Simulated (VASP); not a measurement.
## Y: work function with PBE

Slab: Y, a slab with vacuum.

```
Y
1.0
     3.65150    0.00000    0.00000
    -1.82575    3.16229    0.00000
     0.00000    0.00000   23.62110
Y
4
Direct
  0.66667 0.33333 0.31751
  0.33333 0.66667 0.43917
  0.66667 0.33333 0.56083
  0.33333 0.66667 0.68249
```

The slab is cut from a database's or a generator's crystal, which needn't be the stable form of the element.

The cell isn't the ideal one: the (0 0 1) slab of Y, cut from the database cell, not relaxed.

- Program: VASP 6.6.1
- Task: work function
- Functional: PBE
- Potentials or basis: VASP PAW PBE potentials, release 64 (Y_sv)
- Cutoff: 520 eV
- k mesh: 8 × 8 × 1
- Occupations: gaussian, width 0.05 eV
- Spin: no spin polarisation
- Dipole correction: yes
- Further INCAR settings: ALGO = Normal; EDIFF = 1e-06

```json
{
 "Largest force": "0.192 eV/Å",
 "Band gap on the k mesh": "none (metal or under the smearing width)",
 "Work function of the upper face": "3.25 eV",
 "Work function of the lower face": "3.25 eV"
}
```

Forces on the atoms (eV/Å):
```
Y    0.000  0.000  0.192
Y    0.000  0.000 -0.160
Y    0.000  0.000  0.160
Y    0.000  0.000 -0.192
```

Levels at points of the mesh, in eV from the Fermi level:
```
           k point  band 18  band 19  band 20  band 21  band 22  band 23  band 24  band 25  band 26
(0.00, 0.00, 0.00)    -3.80    -2.91    -2.08     0.15     0.19     0.75     1.06     1.54     1.54
(0.50, 0.00, 0.00)    -1.57    -1.36    -1.19    -0.60    -0.24    -0.06     0.50     0.62     1.28
```

Run time: 2.2 min on 1 thread of Intel(R) Xeon(R) Platinum 8488C (Sapphire Rapids), with other jobs on the host, peak memory 0.36 GiB.
